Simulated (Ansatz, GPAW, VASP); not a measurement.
Al: programs and potentials compared

```xyz
1
Lattice="0.0000 2.0248 2.0248 2.0248 0.0000 2.0248 2.0248 2.0248 0.0000" Properties=species:S:1:pos:R:3 pbc="T T T"
Al    0.0000    0.0000    0.0000
```

Alike in all runs: task single point; functional PBE; k mesh 11 × 11 × 11; occupations gaussian, width 0.026 eV; no spin polarisation; no spin-orbit coupling. Pressure is positive in compression and, in plane waves, holds the error of the finite cutoff.

| program and potentials | plane-wave cutoff (eV) | notes | pressure (GPa) |
| --- | --- | --- | --- |
| GPAW, GPAW PAW data sets (gpaw-data 1.2.1) | 600 | - | -0.36 |
| Ansatz, all-electron LAPW, scalar-relativistic | - | - | ? |
| VASP, PBE PAW files Al, 520 eV | 520 | - | -0.52 |

Estimate from the other rows what the run with Ansatz, all-electron LAPW, scalar-relativistic gave.

Pressure -0.48 GPa. The other rows, which needn't bracket it: pressure -0.52 to -0.36.
